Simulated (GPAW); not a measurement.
The system is Yb.

```xyz
1
Lattice="-2.1515 2.1515 2.1515 2.1515 -2.1515 2.1515 2.1515 2.1515 -2.1515" Properties=species:S:1:pos:R:3 pbc="T T T"
Yb    0.0000    0.0000    0.0000
```

This isn't the form of Yb at room conditions, which is fcc.

Base run:

```yaml
Program: GPAW 26.7.0
Functional: LDA
Potentials_or_basis: the program's PAW data sets (release 1.2.1) made for this functional
Cutoff: 800 eV
Basis: pw
k_mesh: 9 × 9 × 9
Occupations: fermi-dirac, width 0.05 eV
Spin: collinear spin, ferromagnetic start
Starting_moments: "[1.0] μB"
Hubbard_terms: Yb f U = 4 eV
```

Its results: band gap on the k mesh none (metal or under the smearing width); pressure -2.7 GPa; net moment 0.00 μB per cell.

Q: The run is repeated on the same cell with these changes: hubbard terms from Yb f U = 4 eV to Yb f U = 1 eV. What comes out?

A: Band gap on the k mesh none (metal or under the smearing width); pressure -4.0 GPa; net moment 0.00 μB per cell.

Caveats: one-centre terms of the f shell are cut off; spin-orbit coupling is left out, which moves the levels of the heavy elements.
